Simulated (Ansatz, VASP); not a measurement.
# Cd: VASP beside Ansatz

```
Cd
1.0
    -1.78432    1.78432    1.78432
     1.78432   -1.78432    1.78432
     1.78432    1.78432   -1.78432
Cd
1
Direct
  0.00000 0.00000 0.00000
```

This isn't the form of Cd at room conditions, which is hcp.

Alike in both runs: task single point; functional PBEsol; k mesh 18 × 18 × 18; occupations gaussian, width 0.15 eV; no spin polarisation.

```csv
,VASP,Ansatz
version,VASP 6.6.1,Ansatz 0.2.0
potentials or method,"VASP PAW PBE potentials, release 64 (Cd)","scalar-relativistic, plane waves, PAW"
plane-wave cutoff (eV),520,420
valence electrons in the cell,12,20
```

Ansatz gave:

```
gap on the k mesh at the Fermi level (eV) : none
pressure (GPa)                            : -2.7
```

**Question.** Estimate VASP's values.

**Answer.** gap on the k mesh at the Fermi level (eV): none; pressure (GPa): -2.5.

A gap of «none» marks a metal or a gap that the smearing closes. The two sets of potentials don't hold the same shells in valence.

Caveats: the PAW data sets were made with another functional, which shifts forces and pressure a little (VASP).
